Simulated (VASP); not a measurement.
# Lu (Im-3m) in VASP: notebook, part 2 of 2

VASP 6.6.1. Earlier steps stand in the parts before.

### 3 Single point, BLYP+D4, collinear spin, typed start

File INCAR:

```
SYSTEM = Lu
PREC     = Accurate       ! precision mode
ENCUT    = 520            ! plane-wave cutoff, eV
EDIFF    = 1E-6           ! SCF threshold, eV
ISMEAR   = 1              ! smearing method
SIGMA    = 0.025          ! smearing width, eV
LREAL    = .False.        ! projectors in reciprocal space
LASPH    = .True.         ! aspherical terms in the spheres
NELM     = 150            ! most SCF steps
ALGO     = Fast           ! electronic algorithm
ISIF     = 2              ! what is computed and relaxed
LWAVE    = .False.        ! write WAVECAR
LCHARG   = .False.        ! write CHGCAR
ISPIN    = 2              ! spin polarisation
MAGMOM   = 1              ! initial moments
LORBIT   = 11             ! projections on sites
NUPDOWN  = 1.0            ! fixed moment
GGA      = B5             ! functional
ALDAX    = 1.0          
AGGAX    = 1.0          
AGGAC    = 1.0          
ALDAC    = 0.0          
IVDW     = 13             ! dispersion correction
VDW_S6   = 1.0          
VDW_S8   = 2.34076671   
VDW_A1   = 0.44488865   
VDW_A2   = 4.0933009    
NBANDS   = 22             ! bands
```

File KPOINTS:

```
Automatic mesh
0
Gamma
  10 10 10
  0 0 0
```

File POSCAR:

```
Lu
1.0
   -1.9541071088      1.9541071088      1.9541071088
    1.9541071088     -1.9541071088      1.9541071088
    1.9541071088      1.9541071088     -1.9541071088
Lu
1
Direct
    0.0000000000      0.0000000000      0.0000000000
```

Potentials or basis: VASP PAW PBE potentials, release 64 (Lu).

On the command line:

```
cat potpaw_PBE.64/Lu/POTCAR > POTCAR
mpirun -np 1 vasp_std > vasp.out
```

OUTCAR:

```text
SYSTEM = Lu
   PREC = Accurate
   ENCUT = 520
   EDIFF = 1E-6
   ISMEAR = 1
   LREAL = .False.
   LASPH = .True.
   NELM = 150
   ISIF = 2
   ISPIN = 2
   LORBIT = 11
   NUPDOWN = 1.0
   GGA = B5
   IVDW = 13

 ion  position               nearest neighbor table
   1  0.000  0.000  0.000-

  LATTYP: Found a body centered cubic cell.
 ALAT       =     3.9082142176

  Lattice vectors:

 A1 = (  -1.9541071088,   1.9541071088,   1.9541071088)
 A2 = (   1.9541071088,  -1.9541071088,   1.9541071088)
 A3 = (   1.9541071088,   1.9541071088,  -1.9541071088)

Analysis of symmetry for initial positions (statically):
=====================================================================
 Subroutine PRICEL returns:
 Original cell was already a primitive cell.

 Routine SETGRP: Setting up the symmetry group for a
 body centered cubic supercell.

 Subroutine GETGRP returns: Found 48 space group operations
 (whereof 48 operations were pure point group operations)
 out of a pool of 48 trial point group operations.

The static configuration has the point symmetry O_h .

Analysis of symmetry for dynamics (positions and initial velocities):
=====================================================================
 Subroutine PRICEL returns:
 Original cell was already a primitive cell.

 Routine SETGRP: Setting up the symmetry group for a
 body centered cubic supercell.

 Subroutine GETGRP returns: Found 48 space group operations
 (whereof 48 operations were pure point group operations)
 out of a pool of 48 trial point group operations.

The dynamic configuration has the point symmetry O_h .

Analysis of structural, dynamic, and magnetic symmetry:
=====================================================================
 Subroutine PRICEL returns:
 Original cell was already a primitive cell.

 Routine SETGRP: Setting up the symmetry group for a
 body centered cubic supercell.

 Subroutine GETGRP returns: Found 48 space group operations
 (whereof 48 operations were pure point group operations)
 out of a pool of 48 trial point group operations.

The overall configuration has the point symmetry O_h .

[... 135 lines left out ...]

 number of electron      24.9999996 magnetization       1.0000000

 Free energy of the ion-electron system (eV)
  ---------------------------------------------------
  ext. energy  EPLUGINS =         0.00000000
  ---------------------------------------------------
  free energy    TOTEN  =        -3.24649093 eV

  energy without entropy =       -3.24642300  energy(sigma->0) =       -3.24646829

 E-fermi :   2.0827     XC(G=0): -10.0728

 val. band max:        2.8845588939   @ k =   0.4000   0.1000  -0.0000
 cond. band min:       2.0872760851   @ k =  -0.4000  -0.4000   0.1000
 fundamental gap:     -0.7972828087
 Fermi energy:         2.8913414146

 spin component 1

 k-point     1 :       0.0000    0.0000    0.0000
  band No.  band energies     occupation
      1     -53.5568      1.00000
      2     -24.2270      1.00000
      3     -24.2270      1.00000
      4     -24.2270      1.00000
      5      -3.5508      1.00000
      6      -2.5252      1.00000
[... 589 lines left out ...]
     21      18.2061      0.00000
     22      18.8933      0.00000

 [... further k-points ...]

 spin component 2

 k-point     1 :       0.0000    0.0000    0.0000
  band No.  band energies     occupation
      1     -53.4032      1.00000
      2     -24.0305      1.00000
      3     -24.0305      1.00000
      4     -24.0305      1.00000
      5      -2.8671      1.00000
      6      -2.4656      1.00000
[... 589 lines left out ...]
     21      18.8915      0.00000
     22      19.6014      0.00000

 [... further k-points ...]

------------------------ aborting loop because EDIFF is reached ----------------------------------------

  DFT-D4 for vdW energy calculation

  Edisp (eV):   -0.31980

  FORCE on cell =-STRESS in cart. coord.  units (eV):
  Direction    XX          YY          ZZ          XY          YZ          ZX
  --------------------------------------------------------------------------------------
  -------------------------------------------------------------------------------------
  Total       0.05869     0.05869     0.05869     0.00000     0.00000    -0.00000
  in kB       3.15042     3.15042     3.15042     0.00000     0.00000    -0.00000
  external pressure =        3.15 kB  Pullay stress =        0.00 kB

 VOLUME and BASIS-vectors are now :
 -----------------------------------------------------------------------------
  energy-cutoff  :      520.00
  volume of cell :       29.85
      direct lattice vectors                 reciprocal lattice vectors
    -1.954107109  1.954107109  1.954107109     0.000000000  0.255871338  0.255871338
     1.954107109 -1.954107109  1.954107109     0.255871338  0.000000000  0.255871338
     1.954107109  1.954107109 -1.954107109     0.255871338  0.255871338  0.000000000

 POSITION                                       TOTAL-FORCE (eV/Angst)
 -----------------------------------------------------------------------------------
      0.00000      0.00000      0.00000         0.000000      0.000000     -0.000000
 -----------------------------------------------------------------------------------
    total drift:                               -0.000000     -0.000000     -0.000000

  FREE ENERGIE OF THE ION-ELECTRON SYSTEM (eV)
  ---------------------------------------------------
  free  energy   TOTEN  =        -3.5662890930 eV

  energy  without entropy=       -3.5662211581  energy(sigma->0) =       -3.56626645

 total charge

# of ion       s       p       d       f       tot
--------------------------------------------------
    1        2.354   6.048   0.795  13.958  23.156

 magnetization (x)

# of ion       s       p       d       f       tot
--------------------------------------------------
    1       -0.002   0.067   0.387   0.006   0.458
```

Run time: 53 s. Hardware: 1 thread of Intel Xeon 6975P-C (Granite Rapids), shared host; peak memory 0.21 GiB.

Results:

```yaml
Free_energy: -3.5663 eV
Pressure: 0.3 GPa
Net_moment: 1.00 μB per cell
Site_moments: Lu +0.46 μB
Valence_electrons_inside_the_program's_atomic_spheres: Lu 23.16
Dispersion_energy_per_atom: -0.320 eV
```

Caveat: the PAW data sets were made with another functional, which shifts forces and pressure a little; spin-orbit coupling is left out, which moves the levels of the heavy elements; the total moment is fixed, so each spin has its own Fermi level.

### 4 Single point, BLYP+D4, collinear spin, typed start (volume scaled by 1.06)

File INCAR:

```
PREC = Accurate ; ENCUT = 520
EDIFF = 1E-6 ; ISMEAR = 1
SIGMA = 0.025 ; LREAL = False
LASPH = True ; NELM = 150
ALGO = Normal ; ISIF = 2
LWAVE = False ; LCHARG = False
ISPIN = 2 ; MAGMOM = 1
LORBIT = 11 ; NUPDOWN = 1.0
GGA = B5 ; ALDAX = 1.0
AGGAX = 1.0 ; AGGAC = 1.0
ALDAC = 0.0 ; IVDW = 13
VDW_S6 = 1.0 ; VDW_S8 = 2.34076671
VDW_A1 = 0.44488865 ; VDW_A2 = 4.0933009
NBANDS = 22
```

File KPOINTS:

```
Automatic mesh
0
Gamma
  10 10 10
```

File POSCAR:

```
Lu
1.0
   -1.9924326645      1.9924326645      1.9924326645
    1.9924326645     -1.9924326645      1.9924326645
    1.9924326645      1.9924326645     -1.9924326645
Lu
1
Direct
    0.0000000000      0.0000000000      0.0000000000
```

On the command line:

```
cat potpaw_PBE.64/Lu/POTCAR > POTCAR
mpirun -np 1 vasp_std > vasp.out
```

Wall time 34 s (1 thread of Intel Xeon 6975P-C (Granite Rapids), shared host); peak memory 0.21 GiB.

It converged, with:

* Free energy: -3.5569 eV
* Pressure: -2.1 GPa
* Net moment: 1.00 μB per cell
* Site moments: Lu +0.43 μB
* Valence electrons inside the program's atomic spheres: Lu 23.10
* Dispersion energy per atom: -0.302 eV

Caveat: the PAW data sets were made with another functional, which shifts forces and pressure a little; spin-orbit coupling is left out, which moves the levels of the heavy elements; the total moment is fixed, so each spin has its own Fermi level.

### 5 Overview

| level | spin | fixed moment (μB) | cell | k mesh | smearing | pressure (GPa) | moment (μB) |
| --- | --- | --- | --- | --- | --- | --- | --- |
| PBE+D3(BJ) | off | - | as given | 7 × 7 × 7 | methfessel-paxton 0.15 eV | -2.3 | - |
| BLYP+D4 | collinear, typed start | 1.0 | as given | 10 × 10 × 10 | methfessel-paxton 0.025 eV | 0.3 | 1.00 |
| BLYP+D4 | collinear, typed start | 1.0 | volume scaled by 1.06 | 10 × 10 × 10 | methfessel-paxton 0.025 eV | -2.1 | 1.00 |

Alike in all rows: task single point; potentials or basis VASP PAW PBE potentials, release 64 (Lu); cutoff (eV) 520.

Caveats: the PAW data sets were made with another functional, which shifts forces and pressure a little (some runs); spin-orbit coupling is left out, which moves the levels of the heavy elements (some runs); the total moment is fixed, so each spin has its own Fermi level (some runs); pairwise dispersion overbinds metals, which lowers pressure and volume (some runs).

Total energies depend on the potentials used, so only differences within one code and one set of settings carry meaning.
